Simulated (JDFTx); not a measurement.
Crystal: C.

```
C
1.0
     0.00000    1.78337    1.78337
     1.78337    0.00000    1.78337
     1.78337    1.78337    0.00000
C
2
Direct
  0.75000 0.75000 0.75000
  0.50000 0.50000 0.50000
```

This isn't the form of C at room conditions, which is graphite.

Program: JDFTx 1.7.0 (patched build). Alike in all runs: task single point; no spin polarisation; cell as given; smearing fermi-dirac 0.05 eV.

Order these runs on this cell by their band gap on the k mesh, lowest first.
A. level r2SCAN; potentials or basis SG15-PBE-1.2 with smoothed tails; k mesh 13 × 13 × 13; cutoff (eV) 1361; SCF threshold on the energy 1e-09 Ha; mesh quality not flagged
B. level PBEsol; potentials or basis PseudoDojo-SR-PBEsol-0.4.1-standard with smoothed tails; k mesh 13 × 13 × 13; cutoff (eV) 1116; SCF threshold on the energy 1e-09 Ha; mesh quality not flagged
C. level HSE06; potentials or basis PseudoDojo-SR-PBE-0.5-standard with smoothed tails; k mesh 5 × 5 × 5; cutoff (eV) 1116; SCF threshold on the energy 1e-07 Ha; mesh quality coarse

B (4.05 eV), A (4.27 eV), C (5.32 eV).

Caveats: some runs use coarse meshes; an odd mesh through Γ misses points on the zone boundary, where band edges often lie; this program's HSE differs a little from the usual definition (some runs); the hybrid runs on potentials with a model core (some runs).
